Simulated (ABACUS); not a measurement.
# GaSb (F-43m) in ABACUS: notebook, part 2 of 2

ABACUS 3.10.1. The steps go on from the part before.

## 3. Equation of state, rPW86PBE, 26.91 Å³/atom (volume scaled by 0.94)

Contents of run_abacus.py:

```python
"""ABACUS run from a structure file: ASE reads it, the script writes STRU, KPT and INPUT."""
import re
import subprocess
from ase.io import read
from ase.units import Bohr

atoms = read("POSCAR")
atoms = atoms[(-atoms.numbers).argsort(kind="stable")]  # ABACUS lists atoms element by element
pseudo = {'Sb': 'sb_pbe_v1.4.uspp.F.UPF', 'Ga': 'ga_pbe_v1.4.uspp.F.UPF'}
orbital = {}
magmoms = None
kmesh = [6, 6, 6]
params = {
    'suffix': 'GaSb',
    'calculation': 'scf',
    'basis_type': 'pw',
    'pseudo_dir': './',
    'symmetry': 1,
    'dft_functional': 'GGA_X_RPW86+GGA_C_PBE',
    'ecutwfc': 40,
    'pseudo_rcut': 10,
    'nspin': 1,
    'nbands': 21,
    'ks_solver': 'dav',
    'smearing_method': 'fd',
    'smearing_sigma': 0.00367493,
    'scf_thr': 1e-08,
    'scf_nmax': 100,
    'mixing_type': 'broyden',
    'mixing_beta': 0.7,
    'cal_force': 1,
    'cal_stress': 1,
    'ecutrho': 320,
    'kpar': 4,
}

symbols = atoms.get_chemical_symbols()
elements = list(dict.fromkeys(symbols))
lines = ["ATOMIC_SPECIES"] + [f"{e} {atoms.get_masses()[symbols.index(e)]:.4f} {pseudo[e]}" for e in elements]
if orbital:
    lines += ["", "NUMERICAL_ORBITAL"] + [orbital[e] for e in elements]
lines += ["", "LATTICE_CONSTANT", f"{1 / Bohr:.10f}", "", "LATTICE_VECTORS"]
lines += [" ".join(f"{x:.10f}" for x in v) for v in atoms.cell]
lines += ["", "ATOMIC_POSITIONS", "Direct"]
for e in elements:
    lines += ["", e, "0.0", str(symbols.count(e))]
    for i, p in enumerate(atoms.get_scaled_positions(wrap=False)):
        if symbols[i] == e:
            mag = "" if magmoms is None else " mag " + " ".join(str(x) for x in (magmoms[i] if isinstance(magmoms[i], list) else [magmoms[i]]))
            lines.append(" ".join(f"{x:.10f}" for x in p) + " 1 1 1" + mag)
open("STRU", "w").write("\n".join(lines) + "\n")
open("KPT", "w").write("K_POINTS\n0\nGamma\n%d %d %d 0 0 0\n" % tuple(kmesh))
open("INPUT", "w").write("INPUT_PARAMETERS\n" + "".join(f"{k:<20s}{v}\n" for k, v in params.items()))

done = subprocess.run(['mpirun', '-np', '4', 'abacus'])
if done.returncode:
    raise SystemExit(done.returncode)
log = open("OUT.GaSb/running_scf.log").read()
print("final energy (eV):", re.findall(r"FINAL_ETOT_IS (\S+)", log))
```

Contents of POSCAR:

```
GaSb
1.0
    0.0000000000      2.9965539066      2.9965539066
    2.9965539066      0.0000000000      2.9965539066
    2.9965539066      2.9965539066      0.0000000000
Sb Ga
1 1
Direct
    0.7500000000      0.7500000000      0.7500000000
    0.0000000000      0.0000000000      0.0000000000
```

Potentials or basis: GBRV ultrasoft 1.5 PBE, plane waves.

Launch:

```
> OMP_NUM_THREADS=1 python run_abacus.py > log
```

running log:

```text
ABACUS v3.10.1

               Atomic-orbital Based Ab-initio Computation at UStc

 ------------------------------------------------------------------------------------

 READING GENERAL INFORMATION
                           global_out_dir = OUT.GaSb/
                           global_in_card = INPUT
                               pseudo_dir = ./
                              orbital_dir =
                                    DSIZE = 4
                                    GSIZE = 1
[... 5 lines left out ...]

 READING ATOM TYPE 1
                               atom label = Sb
                      L=0, number of zeta = 1
                      L=1, number of zeta = 1
                      L=2, number of zeta = 1
             number of atom for this type = 1

 READING ATOM TYPE 2
                               atom label = Ga
                      L=0, number of zeta = 1
                      L=1, number of zeta = 1
                      L=2, number of zeta = 1
             number of atom for this type = 1

                        TOTAL ATOM NUMBER = 2
DIRECT COORDINATES
    atom                   x                   y                   z     mag                  vx                  vy                  vz
taud_Sb1            0.7500000000        0.7500000000        0.7500000000  0.0000        0.0000000000        0.0000000000        0.0000000000
taud_Ga1            0.0000000000        0.0000000000        0.0000000000  0.0000        0.0000000000        0.0000000000        0.0000000000

                          Volume (Bohr^3) = 363.156
                             Volume (A^3) = 53.8141

 Lattice vectors: (Cartesian coordinate: in unit of a_0)
                   +0            +2.99655            +2.99655
             +2.99655                  +0            +2.99655
             +2.99655            +2.99655                  +0
 Reciprocal vectors: (Cartesian coordinate: in unit of 2 pi/a_0)
            -0.166858           +0.166858           +0.166858
            +0.166858           -0.166858           +0.166858
            +0.166858           +0.166858           -0.166858
 The esolver type has been set to : ksdft_pw

                PAO radial cut off (Bohr) = 10

 Read in pseudopotential file is sb_pbe_v1.4.uspp.F.UPF
                     pseudopotential type = US
          exchange-correlation functional = PBE
                 nonlocal core correction = 1
                        valence electrons = 15
                                     lmax = 2
                           number of zeta = 3
[... 5 lines left out ...]
                           L of projector = 2
                           L of projector = 2
 XC functional updated to : GGA_X_RPW86+GGA_C_PBE
          exchange-correlation functional = GGA_X_RPW86+GGA_C_PBE
                PAO radial cut off (Bohr) = 10

 Read in pseudopotential file is ga_pbe_v1.4.uspp.F.UPF
                     pseudopotential type = US
          exchange-correlation functional = PBE
                 nonlocal core correction = 1
                        valence electrons = 19
                                     lmax = 2
                           number of zeta = 4
                     number of projectors = 6
                           L of projector = 0
                           L of projector = 0
                           L of projector = 1
                           L of projector = 1
                           L of projector = 2
                           L of projector = 2
 XC functional updated to : GGA_X_RPW86+GGA_C_PBE
          exchange-correlation functional = GGA_X_RPW86+GGA_C_PBE
     initial pseudo atomic orbital number = 21

 SETUP THE ELECTRONS NUMBER
            electron number of element Sb = 15
      total electron number of element Sb = 15
            electron number of element Ga = 19
      total electron number of element Ga = 19
            AUTOSET number of electrons:  = 34
                           occupied bands = 17
                                   NBANDS = 21
                                   NLOCAL = 18

[... 118 lines left out ...]
       3  0.33333333  0.33333333  0.33333333  0.0370       2
       4  0.50000000  0.50000000  0.50000000  0.0185       3
       5  0.16666667  0.16666667  0.00000000  0.0278       7
       6  0.33333333  0.33333333  0.16666667  0.1111       8
[... 8 lines left out ...]
      15  0.50000000  0.33333333 -0.33333333  0.1111      52
      16  0.50000000  0.33333333 -0.16666667  0.0556      58

                               nkstot now = 16
[... K-POINTS DIRECT COORDINATES: 16 rows ...]

           k-point number in this process = 4
       minimum distributed K point number = 4
[... stars of the k points ...]

[... K-POINTS CARTESIAN COORDINATES: 4 rows ...]

[... K-POINTS DIRECT COORDINATES: 4 rows ...]

 SETUP PLANE WAVES FOR WAVE FUNCTIONS
     energy cutoff for wavefunc (unit:Ry) = 40
              fft grid for wave functions = [ 36, 36, 36 ]
                    number of plane waves = 1917
                         number of sticks = 199

 PARALLEL PW FOR WAVE FUNCTIONS
     PROC   COLUMNS(POT)             PW
        1            199           1917
 --------------- sum -------------------
        1            199           1917

 SETUP NONLOCAL PSEUDOPOTENTIALS IN PLANE WAVE BASIS
 Sb non-local projectors:
 projector 1 L=0
 projector 2 L=0
 projector 3 L=1
 projector 4 L=1
 projector 5 L=2
 projector 6 L=2
 Ga non-local projectors:
 projector 1 L=0
 projector 2 L=0
 projector 3 L=1
 projector 4 L=1
 projector 5 L=2
 projector 6 L=2
      TOTAL NUMBER OF NONLOCAL PROJECTORS = 36

 Init Non-Local PseudoPotential table :
 Init Non-Local-Pseudopotential done.

                                     npwx = 1540

 Make real space PAO into reciprocal space.
       max mesh points in Pseudopotential = 771
     dq(describe PAO in reciprocal space) = 0.01
                                    max q = 763

 number of pseudo atomic orbitals for Sb is 3
WARNING: norm of atomic wavefunction # 3 of atomic type Sb is 0.999997, renormalized

 number of pseudo atomic orbitals for Ga is 4
WARNING: norm of atomic wavefunction # 4 of atomic type Ga is 0.999965, renormalized

 -------------------------------------------
 SELF-CONSISTENT
 -------------------------------------------
                                 init_chg = atomic

 PW ALGORITHM --------------- ION=   1  ELEC=   1--------------------------------

 Density error is 30.818909485
                          Error Threshold = 0.01
----------------------------------------------------------
     Energy           Rydberg                 eV
----------------------------------------------------------
 E_KohnSham     -579.6642660344      -7886.7369450557
 E_Harris       -739.2532763930      -10058.0568241137
 E_Fermi        0.9986256037         13.5869983795
----------------------------------------------------------
[... 111 lines left out ...]
 Density error is 4.48510433221e-09
                          Error Threshold = 5.62950945981e-10
----------------------------------------------------------
     Energy           Rydberg                 eV
----------------------------------------------------------
 E_KohnSham     -601.0611518599      -8177.8565117375
 E_KS(sigma->0) -601.0611433424      -8177.8563958510
 E_Harris       -601.0596361935      -8177.8358900392
 E_band         -54.1737198583       -737.0712719291
 E_one_elec     -488.8624860263      -6651.3153484028
 E_Hartree      258.8503226018       3521.8393165230
 E_xc           -93.4559997579       -1271.5341089943
 E_Ewald        -277.5929716425      -3776.8461390905
 E_entropy(-TS) -0.0000170350        -0.0002317730
 E_descf        0.0000000000         0.0000000000
 E_exx          0.0000000000         0.0000000000
 E_Fermi        0.6934480718         9.4348450430
----------------------------------------------------------

 charge density convergence is achieved
 final etot is -8177.8565117 eV
 EFERMI = 9.434845043 eV

 STATE ENERGY(eV) AND OCCUPATIONS    NSPIN == 1
 1/4 kpoint (Cartesian) = 0.0000 0.0000 0.0000 (1471 pws)
       1       -85.5464     0.00925926
       2       -85.5464     0.00925926
       3       -85.5464     0.00925926
       4       -19.7262     0.00925926
       5       -19.7262     0.00925926
       6       -19.7262     0.00925926
[... 82 lines left out ...]
      20        13.0243    2.46292e-33
      21        15.7336    7.21813e-57

------------------------------------------------------------------------------------------
 TOTAL-FORCE (eV/Angstrom)
------------------------------------------------------------------------------------------
                       Sb1         0.0000000000         0.0000000000         0.0000000000
                       Ga1         0.0000000000         0.0000000000         0.0000000000
------------------------------------------------------------------------------------------

----------------------------------------------------------------
 TOTAL-STRESS (KBAR)
----------------------------------------------------------------
        89.3775708909         0.0000000000        -0.0000000000
        -0.0000000000        89.3775708909         0.0000000000
        -0.0000000000         0.0000000000        89.3775708909
----------------------------------------------------------------
 TOTAL-PRESSURE: 89.377571 KBAR

 --------------------------------------------
 !FINAL_ETOT_IS -8177.8565117374992042 eV
 --------------------------------------------
```

It took 23 s on 4 MPI ranks of Intel Xeon Platinum 8488C (Sapphire Rapids), shared host; peak memory 0.76 GiB.

Results:

| Property | Result |
| --- | --- |
| Free energy | -8177.8565 eV |
| Pressure | 8.9 GPa |
| Band gap on the k mesh | 0.36 eV, direct |

Caveat: the potentials were made for another functional, which shifts forces and pressure; spin-orbit coupling is left out, which moves the levels of the heavy elements.

## 4. Equation of state, rPW86PBE, 28.05 Å³/atom (volume scaled by 0.98)

run_abacus.py is that of step 3.

Contents of POSCAR:

```
GaSb
1.0
    0.0000000000      3.0384691801      3.0384691801
    3.0384691801      0.0000000000      3.0384691801
    3.0384691801      3.0384691801      0.0000000000
Sb Ga
1 1
Direct
    0.7500000000      0.7500000000      0.7500000000
    0.0000000000      0.0000000000      0.0000000000
```

Launch:

```
> OMP_NUM_THREADS=1 python run_abacus.py > log
```

It took 26 s on 4 MPI ranks of Intel Xeon Platinum 8488C (Sapphire Rapids), shared host; peak memory 0.8 GiB.

It converged, with:

- Free energy: -8177.9652 eV
- Pressure: 5.9 GPa
- Band gap on the k mesh: none (metal or under the smearing width)

Caveat: the potentials were made for another functional, which shifts forces and pressure.

## 5. Equation of state, rPW86PBE, 29.20 Å³/atom (volume scaled by 1.02)

run_abacus.py is that of step 4.

Contents of POSCAR:

```
GaSb
1.0
    0.0000000000      3.0792588685      3.0792588685
    3.0792588685      0.0000000000      3.0792588685
    3.0792588685      3.0792588685      0.0000000000
Sb Ga
1 1
Direct
    0.7500000000      0.7500000000      0.7500000000
    0.0000000000      0.0000000000      0.0000000000
```

Launch:

```
> OMP_NUM_THREADS=1 python run_abacus.py > log
```

Run time: 26 s. Hardware: 4 MPI ranks of Intel Xeon Platinum 8488C (Sapphire Rapids), shared host; peak memory 0.8 GiB.

The run converged. Its results:

```
Free energy            : -8178.0367 eV
Pressure               : 3.6 GPa
Band gap on the k mesh : none (metal or under the smearing width)
```

Caveat: the potentials were made for another functional, which shifts forces and pressure.

## 6. Equation of state, rPW86PBE, 30.34 Å³/atom (volume scaled by 1.06)

run_abacus.py is that of step 5.

Contents of POSCAR:

```
GaSb
1.0
    0.0000000000      3.1189956238      3.1189956238
    3.1189956238      0.0000000000      3.1189956238
    3.1189956238      3.1189956238      0.0000000000
Sb Ga
1 1
Direct
    0.7500000000      0.7500000000      0.7500000000
    0.0000000000      0.0000000000      0.0000000000
```

Potentials or basis: GBRV ultrasoft 1.5 PBE, plane waves.

Launch:

```
> OMP_NUM_THREADS=1 python run_abacus.py > log
```

Wall time 27 s (4 MPI ranks of Intel Xeon Platinum 8488C (Sapphire Rapids), shared host); peak memory 0.84 GiB.

The run converged. Its results:

```
Free energy            : -8178.0765 eV
Pressure               : 1.7 GPa
Band gap on the k mesh : none (metal or under the smearing width)
```

Caveat: the potentials were made for another functional, which shifts forces and pressure.

## 7. Equation of state, rPW86PBE

Potentials or basis: GBRV ultrasoft 1.5 PBE, plane waves.

This step only gathers the single runs of the series.

What came out:

```yaml
Equilibrium_volume: "31.49 Å³/atom (rough: see the caveat)"
Bulk_modulus: 45 GPa (rough)
```

Energy against volume, from the lowest point:
```
volume (Å³/atom)  energy (meV/atom)
          26.907             110.00
          28.052              55.67
          29.197              19.88
          30.342               0.00
```

Caveat: the minimum lies outside the volumes run; the potentials were made for another functional, which shifts forces and pressure.
